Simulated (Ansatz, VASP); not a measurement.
# ZnS (Sphalerite): VASP beside Ansatz

Aim: how closely do two programs agree when they are given the same cell, functional and k mesh?

Main program and level: Ansatz 0.2.0; plane waves, with VASP 6.6.1 beside it; band structure at HSE06 and band structure at PBE0.

## Step 1: The structure

It takes space group F-43m (No. 216, cubic). Conventional cell: a = 5.409 Å, b = 5.409 Å, c = 5.409 Å, α = 90.00°, β = 90.00°, γ = 90.00°. Nearest to Zn lie 4 S at 2.34 Å. Nearest to S lie 4 Zn at 2.34 Å. Farther neighbours and most contacts between anions are not listed.

## Step 2: VASP: band structure, HSE06

The same path points are solved in both programs, so levels can be compared one by one.

Lines of VASP's logs that name or quote its potential files are left out, and so is its time.

The run reads the wave functions of an earlier VASP run, which isn't shown here.

INCAR reads:

```
SYSTEM = ZnS
PREC = Accurate
ENCUT = 400
EDIFF = 1E-06
NELM = 100
ISMEAR = 0
SIGMA = 0.02
LREAL = .FALSE.
ALGO = Normal
LHFCALC = .TRUE.
AEXX = 0.25
GGA = PE
HFSCREEN = 0.2
LASPH = .TRUE.
NBANDS = 15
PRECFOCK = Fast
LORBIT = 11
LWAVE = .FALSE.
LCHARG = .FALSE.
KPAR = 4
```

POSCAR reads:

```
ZnS
1.0
    0.0000000000      2.7046500000      2.7046500000
    2.7046500000      0.0000000000      2.7046500000
    2.7046500000      2.7046500000      0.0000000000
Zn S
1 1
Direct
    0.0000000000      0.0000000000      0.0000000000
    0.2500000000      0.2500000000      0.2500000000
```

KPOINTS reads:

```
Automatic mesh
0
Gamma
5 5 5
0 0 0
```

KPOINTS_OPT reads:

```
Line mode
6
Line-mode
Reciprocal
  0.00000000   0.00000000   0.00000000 GAMMA
  0.50000000   0.00000000   0.50000000 X

  0.50000000   0.00000000   0.50000000 X
  0.50000000   0.25000000   0.75000000 W

  0.50000000   0.25000000   0.75000000 W
  0.37500000   0.37500000   0.75000000 K

  0.37500000   0.37500000   0.75000000 K
  0.00000000   0.00000000   0.00000000 GAMMA

  0.00000000   0.00000000   0.00000000 GAMMA
  0.50000000   0.50000000   0.50000000 L

  0.50000000   0.50000000   0.50000000 L
  0.62500000   0.25000000   0.62500000 U

  0.62500000   0.25000000   0.62500000 U
  0.50000000   0.25000000   0.75000000 W

  0.50000000   0.25000000   0.75000000 W
  0.50000000   0.50000000   0.50000000 L

  0.50000000   0.50000000   0.50000000 L
  0.37500000   0.37500000   0.75000000 K

  0.62500000   0.25000000   0.62500000 U
  0.50000000   0.00000000   0.50000000 X
```

Potentials, in the order of the species: Zn and S (PBE family, release 64).

The run is started by

```console
mpirun -np 4 vasp_std
```

Numbers of over 12 decimals in the logs are rounded to 6 here.

Log:

```text
[banner, memory and clock lines left out]
running    4 mpi-ranks, on    1 nodes
 distrk:  each k-point on    1 cores,    4 groups
 distr:  one band on    1 cores,    1 groups

 POSCAR found type information on POSCAR ZnS
 POSCAR found :  2 types and       2 ions
 LDA part: xc-table for (Slater+PW92), standard interpolation
 found WAVECAR, reading the header
 POSCAR, INCAR and KPOINTS ok, starting setup
 FFT: planning ... GRIDC
 FFT: planning ... GRID_SOFT
 FFT: planning ... GRID
 reading WAVECAR
 the WAVECAR file was read successfully
 initial charge from wavefunction
 entering main loop
       N       E                     dE             d eps       ncg     rms          rms(c)
DAV:   1    -0.840587909521E+01   -0.84059E+01   -0.53150E-01   402   0.269E+01    0.177E+00
DAV:   2    -0.838231250160E+01    0.23567E-01   -0.18001E-01   356   0.916E+00    0.723E-01
DAV:   3    -0.838347652040E+01   -0.11640E-02   -0.18822E-02   377   0.231E+00    0.488E-01
DAV:   4    -0.838345241605E+01    0.24104E-04   -0.18152E-03   349   0.522E-01    0.291E-01
DAV:   5    -0.838340942185E+01    0.42994E-04   -0.15048E-04   425   0.141E-01    0.172E-01
DAV:   6    -0.838339641397E+01    0.13008E-04   -0.26336E-05   342   0.507E-02    0.976E-02
DAV:   7    -0.838338887324E+01    0.75407E-05   -0.24897E-06   321   0.179E-02    0.519E-02
DAV:   8    -0.838338537514E+01    0.34981E-05   -0.97957E-07   234   0.816E-03    0.275E-02
DAV:   9    -0.838338384102E+01    0.15341E-05   -0.43492E-07   178   0.564E-03    0.137E-02
DAV:  10    -0.838338314391E+01    0.69710E-06   -0.14181E-07   171   0.377E-03
   1 F= -.83833831E+01 E0= -.83833831E+01  d E =-.427052E-29
 Start KPOINTS_OPT (optional k-point list driver)
k-point batch [1-10\60]
       N       E                     dE             ncg
DAV:   1     0.145972801186E+03   -0.39682E+04      300
DAV:   2    -0.850886631003E+03   -0.99686E+03      349
DAV:   3    -0.917012829651E+03   -0.66126E+02      356
DAV:   4    -0.918137387640E+03   -0.11246E+01      412
DAV:   5    -0.918149732581E+03   -0.12345E-01      412
DAV:   6    -0.918149927679E+03   -0.19510E-03      405
DAV:   7    -0.918149931937E+03   -0.42579E-05      391
DAV:   8    -0.918149932031E+03   -0.94170E-07      304
[...]
k-point batch [51-60\60]
       N       E                     dE             ncg
DAV:   1     0.108169395971E+03   -0.58192E+04      300
DAV:   2    -0.890777966246E+03   -0.99895E+03      328
DAV:   3    -0.955678597704E+03   -0.64901E+02      356
DAV:   4    -0.956811230333E+03   -0.11326E+01      391
DAV:   5    -0.956823415808E+03   -0.12185E-01      398
DAV:   6    -0.956823610330E+03   -0.19452E-03      398
DAV:   7    -0.956823614454E+03   -0.41239E-05      377
DAV:   8    -0.956823614545E+03   -0.90727E-07      297
```

Parts of OUTCAR (step 2):

```text
ion  position               nearest neighbor table
   1  0.000  0.000  0.000-   2 2.34   2 2.34   2 2.34   2 2.34
   2  0.250  0.250  0.250-   1 2.34   1 2.34   1 2.34   1 2.34

  LATTYP: Found a face centered cubic cell.
 ALAT       =     5.4093000000

 Subroutine GETGRP returns: Found 24 space group operations
 (whereof 24 operations were pure point group operations)

The static configuration has the point symmetry T_d .

 Found     10 irreducible k-points:

   k-points           NKPTS =     10   k-points in BZ     NKDIM =    125   number of bands    NBANDS=     15

   dimension x,y,z NGX =    28 NGY =   28 NGZ =   28
   dimension x,y,z NGXF=    56 NGYF=   56 NGZF=   56

   ENCUT  =  400.0 eV  29.40 Ry    5.42 a.u.   6.24  6.24  6.24*2*pi/ulx,y,z

   NELECT =      18.0000    total number of electrons

 k-points in reciprocal lattice and weights: Automatic mesh
   0.00000000  0.00000000  0.00000000       0.008
   0.20000000  0.00000000  0.00000000       0.064
   0.40000000  0.00000000  0.00000000       0.064
   0.20000000  0.20000000  0.00000000       0.048
   0.40000000  0.20000000  0.00000000       0.192
  -0.40000000  0.20000000  0.00000000       0.192
  -0.20000000  0.20000000  0.00000000       0.096
   0.40000000  0.40000000  0.00000000       0.048
  -0.40000000  0.40000000  0.00000000       0.096
  -0.40000000  0.40000000  0.20000000       0.192

  exchange ACFDT corr.  =         0.00000000  see jH, gK, PRB 81, 115126

 average (electrostatic) potential at core
       1 -28.7058       2 -84.9596

 E-fermi :   1.5022

 k-point     1 :       0.0000    0.0000    0.0000
  band No.  band energies     occupation
    ...
      5      -6.0515      2.00000
      6      -6.0515      2.00000
      7       1.3481      2.00000
      8       1.3481      2.00000
      9       1.3481      2.00000
     10       4.6821      0.00000
     11       9.0504      0.00000
     12       9.0504      0.00000
     13       9.0504      0.00000
     14      14.5592      0.00000
    ...

 k-point     2 :       0.2000    0.0000    0.0000
  band No.  band energies     occupation
    ...
      5      -6.0528      2.00000
      6      -6.0528      2.00000
      7      -0.9285      2.00000
      8       0.9990      2.00000
      9       0.9990      2.00000
     10       5.9789      0.00000
     11       9.1806      0.00000
     12       9.5918      0.00000
     13       9.5919      0.00000
     14      13.6120      0.00000
    ...

 k-point     3 :       0.4000    0.0000    0.0000
  band No.  band energies     occupation
    ...
      5      -6.0336      2.00000
      6      -6.0308      2.00000
      7      -3.6681      2.00000
      8       0.5134      2.00000
      9       0.5134      2.00000
     10       5.9644      0.00000
     11       9.6195      0.00000
     12       9.6195      0.00000
     13      11.1963      0.00000
     14      14.6311      0.00000
    ...

  energy-cutoff  :      400.00
  volume of cell :       39.57
      direct lattice vectors                 reciprocal lattice vectors
     0.000000000  2.704650000  2.704650000    -0.184866803  0.184866803  0.184866803
     2.704650000  0.000000000  2.704650000     0.184866803 -0.184866803  0.184866803
     2.704650000  2.704650000  0.000000000     0.184866803  0.184866803 -0.184866803

 POSITION                                       TOTAL-FORCE (eV/Angst)
 -----------------------------------------------------------------------------------
      0.00000      0.00000      0.00000        -0.000000     -0.000000     -0.000000
      1.35232      1.35232      1.35232         0.000000      0.000000      0.000000
 -----------------------------------------------------------------------------------
    total drift:                                0.000130      0.000072      0.000063

  FREE ENERGIE OF THE ION-ELECTRON SYSTEM (eV)
  ---------------------------------------------------
  free  energy   TOTEN  =        -8.3833831439 eV

  energy  without entropy=       -8.3833831439  energy(sigma->0) =       -8.38338314

 total charge
# of ion       s       p       d       tot
------------------------------------------
    1        0.485   0.469   9.836  10.790
    2        1.306   2.469   0.000   3.775
--------------------------------------------------
tot          1.790   2.938   9.836  14.564

[... 3 further parts left out ...]
```

The k-mesh is coarse for exact exchange; levels may shift by about 0.1 eV on a finer one.

## Step 3: Ansatz: band structure, HSE06

Ansatz runs on its default PAW (the set named soft_2) files.

The same cell, functional, mesh and smearing now go to Ansatz, which takes its cutoff from its data sets.

input.yaml reads:

```yaml
crystal:
  lattice:
    - [0.0, 2.70465, 2.70465]
    - [2.70465, 0.0, 2.70465]
    - [2.70465, 2.70465, 0.0]
  atoms:
    - { symbol: Zn, position: [0.0, 0.0, 0.0] }
    - { symbol: S, position: [0.25, 0.25, 0.25] }
hamiltonian:
  xc: { exchange: pbe, correlation: pbe, exx: { coeff: 0.25, omega: 0.2 } }
  pseudopotentials: { kind: paw }
kpoints:
  mp_grid: { grid: [5, 5, 5] }
  band_path:
    path:
      - [0.0, 0.0, 0.0]
      - [0.5, 0.0, 0.5]
      - [0.5, 0.2, 0.7]
      - [0.4, 0.35, 0.75]
      - [0.15, 0.15, 0.3]
      - [0.2, 0.2, 0.2]
      - [0.55, 0.4, 0.55]
      - [0.6, 0.25, 0.65]
      - [0.5, 0.25, 0.75]
      - [0.5, 0.5, 0.5]
      - [0.375, 0.375, 0.75]
      - [0.5, 0.0, 0.5]
    npoints: 1
scf:
  occupations: { method: gaussian, width: 0.02 }
  n_extra_bands: 7
output:
  forces: true
  stress: true
  eigenvalues: true
```

The run is started by

```console
ansatz run input.yaml --threads 4 --pin off --max-ram 9216MiB --backend cpu --events-out ev --progress --plain --runs-dir out
```

Log:

```text
Warning: output.stress: scf.convergence.dr2_threshold = 1e-7 eV (the SCF's general default) is looser than the 2e-10 eV advised for a printed stress (1e-10 eV for each atom of the cell: 2). What an SCF threshold leaves in a stress goes as its square root, and in the free energy as the threshold itself, and one threshold admits the most on a small cell: [figures from the program's tests cut] Set scf.convergence.dr2_threshold to 2e-10 eV or tighter. The threshold is an SCF's pass mark: one that does not reach it within its budget of iterations ends unconverged, or closes short of it on a stop that the run arms, and scf.convergence.dr2_threshold's page says what that costs each kind of run
Warning: output.stress: scf.exx.energy_threshold = 1e-6 eV is looser than the 2e-8 eV advised for a stress under a hybrid functional (1e-8 eV for each atom of the cell: 2). Every SCF of the exchange loop can meet its threshold on dr2 while the loop round them stops early: no threshold on dr2 bounds what that leaves in the stress. Set scf.exx.energy_threshold to 2e-8 eV or tighter. The threshold is the loop's pass mark: a loop that does not reach it within its budget of cycles ends unconverged, and scf.exx.energy_threshold's page has the law
scf.n_extra_bands = 7 over 9 filled bands (N_el = 18.0): the run solves 16 bands
Engine: ansatz 0.2.0, aarch64-unknown-linux-gnu
Pseudopotentials: kind: paw
Pseudopotential: Zn, paw, valence charge 12, recommended cutoff 420 eV (normal), Zn.paw.azcp
Pseudopotential: S, paw, valence charge 6, recommended cutoff 420 eV (normal), S.paw.azcp
Functional definition: unnamed
  parameter a_1 = 0.25
  parameter omega_1 = 0.2/angstrom
  exchange = pbe_x + (-a_1)*pbe_x_sr(omega_1) + a_1*exact_x_sr(omega_1)
  correlation = pbe_c
Crystal: 2 atoms, lattice volume = 39.570 Å³
Basis set: ecut = 420 eV, 749 PW (Γ), exchange–correlation on 54×54×54 points (8 copies of the dense FFT grid, shifted against one another)
Bands: 16, of which v1, the nominal top of the filled ones, is band 9 counted from 1 (8 counted from 0)
Symmetry: 24 space group operations
Space group: F-43m (ITA 216), of the structure as read, at distance tolerance 3.4e-5 Å
k-points: 10 of 125 (time reversal used)
Non-local potential: Zn, projectors of the file, l = 0: 2, l = 1: 2, l = 2: 3, l = 3: 1
Non-local potential: S, projectors of the file, l = 0: 2, l = 1: 2, l = 2: 2
PAW form: soft (Blöchl's): semilocal exchange-correlation on the pseudo side does not see the compensation charge
PAW frozen core: Zn, regenerated for the run's functional, and the local potential with it (the file was generated under x = pbe(κ = 0.804, μ = 0.219515), c = pbe(β = 0.066725))
PAW frozen core: S, regenerated for the run's functional, and the local potential with it (the file was generated under x = pbe(κ = 0.804, μ = 0.219515), c = pbe(β = 0.066725))
PAW one-centre angular grid: Zn, 590 points (default); XC on 64 Gauss nodes
PAW one-centre angular grid: S, 110 points (default); XC on 64 Gauss nodes
Initial density: superposition of atomic densities (neutral atoms: chi_scale 0, normalization atom), corrected by the library's trained network
Initial wavefunctions: pseudopotential atomic-orbital guess
Functional: x = pbe(κ = 0.804, μ = 0.219515), c = pbe(β = 0.066725), warm-up for x = pbe(κ = 0.804, μ = 0.219515) + 0.25 (exact − pbe) at short range (hse, ω = 0.2 Å⁻¹), c = pbe(β = 0.066725)
SCF iter   1: F=—  HF=-4222.720580 eV  |F-HF|=—  |Δ(HF+E_count)|=         —  Δρ=1.70e-3  dr2=1.02e-3  ethr=1.77e-3  ⟨swp⟩=10.4  Hψ=849  notcnv=0
preconditioner: auto → none  [insulator: Δε(μ)=2.095 eV  Ē_g=14.772 eV  σ=0.020 eV  W_gap=1.00  n_scr=14 (ndim 8)  ℏωp=25.0 eV  f_vac=0.029  D(μ)=0.00/eV (n_scr^D=0)]
SCF iter   2: F=—  HF=-4222.720234 eV  |F-HF|=—  |Δ(HF+E_count)|=   3.46e-4  Δρ=1.41e-3  dr2=5.15e-4  ethr=5.67e-6  ⟨swp⟩=4.5  Hψ=533  notcnv=0  defer=1
iter 3 solved again at ethr=1.96e-8 eV; its pass at ethr=2.86e-6 eV (dr2=3.53e-6 eV) is discarded
SCF iter   3: F=-4222.720053 eV  HF=-4222.720018 eV  |F-HF|=3.49e-5  |Δ(HF+E_count)|=   2.16e-4  Δρ=1.66e-4  dr2=3.85e-6  ethr=1.96e-8  ⟨swp⟩=3.0  Hψ=661  notcnv=0
SCF 1 stopped early in 3 iterations: F = -4222.720053 eV  dr2 = 3.85e-6
  greatest PAW one-centre occupation: 0.983 electrons in one spin orbital (limit 2), on the Zn atom at site 0 (counted from 0), in its partial waves of l = 2
Initial density: handed on by an earlier stage of this run
Initial wavefunctions: those handed on with the density
Functional: x = pbe(κ = 0.804, μ = 0.219515) + 0.25 (exact − pbe) at short range (hse, ω = 0.2 Å⁻¹), c = pbe(β = 0.066725)
Exchange kernel: α = 0.2500, screened, ω = 0.2000 Å⁻¹, Wigner–Seitz truncation, v(0) = 1123.8868 eV·Å³, q-mesh 5×5×5, nearest image of the exchange supercell L = 19.12 Å, pair-density grid 15×15×15, without the augmentation charges, whose exchange is taken in its separable form by FFT convolution over the k-point mesh (sized by the pseudopotential files, 24×24×24 at the most), smooth part of the exact exchange by density-matrix convolution
Frozen-core exchange: fock
SCF iter   1: F=—  HF=-4223.425365 eV  |F-HF|=—  |Δ(HF+E_count)|=         —  Δρ=2.21e-2  dr2=1.01e-1  ethr=2.14e-7  ⟨swp⟩=8.4  Hψ=896  notcnv=0
preconditioner: auto → none  [insulator: Δε(μ)=3.318 eV  Ē_g=17.531 eV  σ=0.020 eV  W_gap=1.00  n_scr=14 (ndim 8)  ℏωp=25.0 eV  f_vac=0.029  D(μ)=0.00/eV (n_scr^D=0)]
SCF iter   2: F=—  HF=-4223.397722 eV  |F-HF|=—  |Δ(HF+E_count)|=   2.76e-2  Δρ=3.61e-3  dr2=7.07e-3  ethr=2.14e-7  ⟨swp⟩=5.0  Hψ=668  notcnv=0
SCF iter   3: F=—  HF=-4223.390832 eV  |F-HF|=—  |Δ(HF+E_count)|=   6.89e-3  Δρ=3.32e-3  dr2=2.92e-3  ethr=2.14e-7  ⟨swp⟩=4.7  Hψ=587  notcnv=0
SCF iter   4: F=—  HF=-4223.390710 eV  |F-HF|=—  |Δ(HF+E_count)|=   1.22e-4  Δρ=5.69e-4  dr2=1.31e-3  ethr=2.14e-7  ⟨swp⟩=4.0  Hψ=413  notcnv=0
SCF iter   5: F=—  HF=-4223.399873 eV  |F-HF|=—  |Δ(HF+E_count)|=   9.16e-3  Δρ=1.91e-3  dr2=7.78e-4  ethr=2.14e-7  ⟨swp⟩=4.5  Hψ=559  notcnv=0
SCF iter   6: F=—  HF=-4223.399599 eV  |F-HF|=—  |Δ(HF+E_count)|=   2.75e-4  Δρ=1.19e-4  dr2=2.22e-5  ethr=2.14e-7  ⟨swp⟩=4.0  Hψ=423  notcnv=0
SCF iter   7: F=—  HF=-4223.399712 eV  |F-HF|=—  |Δ(HF+E_count)|=   1.14e-4  Δρ=2.26e-4  dr2=1.20e-5  ethr=2.25e-8  ⟨swp⟩=4.2  Hψ=405  notcnv=0  defer=1
SCF iter   8: F=-4223.399709 eV  HF=-4223.399708 eV  |F-HF|=2.43e-7  |Δ(HF+E_count)|=   4.00e-6  Δρ=1.81e-5  dr2=8.09e-7  ethr=2.25e-8  ⟨swp⟩=3.0  Hψ=328  notcnv=0
SCF 2 stopped early in 8 iterations: F = -4223.399709 eV  dr2 = 8.09e-7
  greatest PAW one-centre occupation: 0.986 electrons in one spin orbital (limit 2), on the Zn atom at site 0 (counted from 0), in its partial waves of l = 2
hybrid outer 1: dexx = +9.656e-3 eV, tail = 3.63e-5 eV
Exchange kernel: α = 0.2500, screened, ω = 0.2000 Å⁻¹, Wigner–Seitz truncation, v(0) = 1123.8868 eV·Å³, q-mesh 5×5×5, nearest image of the exchange supercell L = 19.12 Å, pair-density grid 15×15×15, without the augmentation charges, whose exchange is taken in its separable form by FFT convolution over the k-point mesh (sized by the pseudopotential files, 24×24×24 at the most), smooth part of the exact exchange by density-matrix convolution
Frozen-core exchange: fock
SCF iter   1: F=—  HF=-4223.399156 eV  |F-HF|=—  |Δ(HF+E_count)|=         —  Δρ=1.05e-4  dr2=3.28e-6  ethr=1.01e-6  ⟨swp⟩=4.3  Hψ=382  notcnv=0
preconditioner: auto → none  [insulator: Δε(μ)=3.346 eV  Ē_g=17.239 eV  σ=0.020 eV  W_gap=1.00  n_scr=14 (ndim 8)  ℏωp=25.0 eV  f_vac=0.030  D(μ)=0.00/eV (n_scr^D=0)]
SCF iter   2: F=—  HF=-4223.399155 eV  |F-HF|=—  |Δ(HF+E_count)|=   5.37e-7  Δρ=1.33e-5  dr2=1.78e-7  ethr=1.45e-8  ⟨swp⟩=3.2  Hψ=330  notcnv=0
SCF iter   3: F=—  HF=-4223.399156 eV  |F-HF|=—  |Δ(HF+E_count)|=   9.20e-7  Δρ=1.83e-5  dr2=8.45e-8  ethr=1.49e-10  ⟨swp⟩=4.2  Hψ=493  notcnv=0  defer=1
SCF iter   4: F=-4223.399156 eV  HF=-4223.399156 eV  |F-HF|=1.15e-10  |Δ(HF+E_count)|=   2.72e-8  Δρ=1.19e-6  dr2=2.94e-9  ethr=1.49e-10  ⟨swp⟩=3.0  Hψ=339  notcnv=0
SCF 3 converged in 4 iterations: F = -4223.399156 eV  dr2 = 2.94e-9
  Residual-converged pass: ⟨swp⟩=3.0  Hψ=275  notcnv=0  max |occ|·‖R‖ = 2.3e-6 eV (tolerance 2.4e-6 eV)  dr2=2.95e-9  dr2_onsite=2.12e-11  max |Δocc| = 0.0e0
hybrid outer 2: dexx = +8.973e-7 eV, tail = 1.70e-8 eV, Δε = 3.15e-3 eV (about 8.25e-5 eV left of the loop's levels)
NSCF: frozen V_eff on 12 k-points
hybrid SCF converged: 2 outer / 12 inner (+3 warm-up), last move |dexx| = 8.97e-7 eV, tail = 1.70e-8 eV
Stability not checked: this state was not tested for a lower state beside it, because the functional holds exact exchange (a hybrid, or Hartree-Fock), whose exchange loop this test does not read (fock_operator; see scf.lower_state_search)
Free energy (F): -4223.399156 eV
Frozen-core exchange: fock
Harris-Foulkes:  -4223.399156 eV  (|F-HF|=1.15e-10)
Internal energy: -4223.399156 eV  (E = F + TS)
E sigma→0 (E₀):  -4223.399156 eV
Fermi energy:    6.678870 eV
--- Per-component energies (eV) ---
  E_band       = -27.840991
  E_kinetic    = 237.782512
  E_local      = -2053.043771  (includes V_loc(G=0)·N_el)
  E_nonlocal   = 647.332604
  E_hartree    = 863.359685
  E_xc         = -186.387800
  E_vxc        = -111.580044  (∫ρ·V_xc dr)
  E_exx        = -53.489280  (= α·E_x^exact, valence–valence)
  E_paw        = -2427.350508  (= ΣΔE_a)
  E_vpaw       = -368.072653  (= ΣTr[D̂ρ^β])
  E_aug_tail   = -0.000361  (compensation charges beyond the density's cutoff)
  E_ewald      = -1252.151240
  E_core_change = 0.549003  (= ΣΔE_core)
  E_smearing   = -0.000000  (= −TS)
  E_closure    = 0.000000  (closes the sum)
  Σ components = -4223.399156   (vs F -4223.399156, Δ=-9.09e-13)
--- Forces (eV/Å), atoms counted from 1 ---
  atom   1  Zn     0.00000000    -0.00000000     0.00000000
  atom   2  S     -0.00000000     0.00000000    -0.00000000
  max |Σ_I F_I| component: 9.25e-17 eV/Å
--- Stress (GPa, compression-positive) ---
        0.729892       0.000000      -0.000000
        0.000000       0.729892       0.000000
        0.000000       0.000000       0.729892
  P = ⅓ Tr σ = 0.7299 GPa (7.299 kbar)
--- Band table (eV; the first three rows and the last of 10) ---
  k-point 0: bands = [... 5 lower, -2.4561, 5.0056, 5.0056, 5.0056, 8.3520, 12.7168, 12.7168, 12.7168, ... 3 higher]
  k-point 1: bands = [... 5 lower, -2.4575, 2.7323, 4.6580, 4.6580, 9.6505, 12.8375, 13.2539, 13.2539, ... 3 higher]
  k-point 2: bands = [... 5 lower, -2.4293, -0.0040, 4.1743, 4.1743, 9.6389, 13.2776, 13.2776, 14.8474, ... 3 higher]
  k-point 9: bands = [... 5 lower, -2.1401, 0.2993, 2.0153, 2.8600, 11.6208, 12.1350, 13.4695, 16.2821, ... 3 higher]
```

It took 34 s on 4 threads of Arm Neoverse N1, shared host; peak memory 0.75 GiB.

Reading the cycles: dr2 is the Hartree energy of the density residual (eV), the measure of convergence; HF is the Harris–Foulkes estimate of the energy, which meets the free energy F at convergence.

[end of part 1 of 2]

[Lines on the potential files, build, host, timing and source positions are cut from VASP's logs without a mark.]

[Logs are printed without paths, hosts, clocks, repeated set-up lines and the standing remarks that a program may print on its own settings, such as how far it seeks lower states.]

[Hosts, paths, dates, database ids (printed as entryN), source tags and the programs' standing remarks are cut or masked in the printed files.]
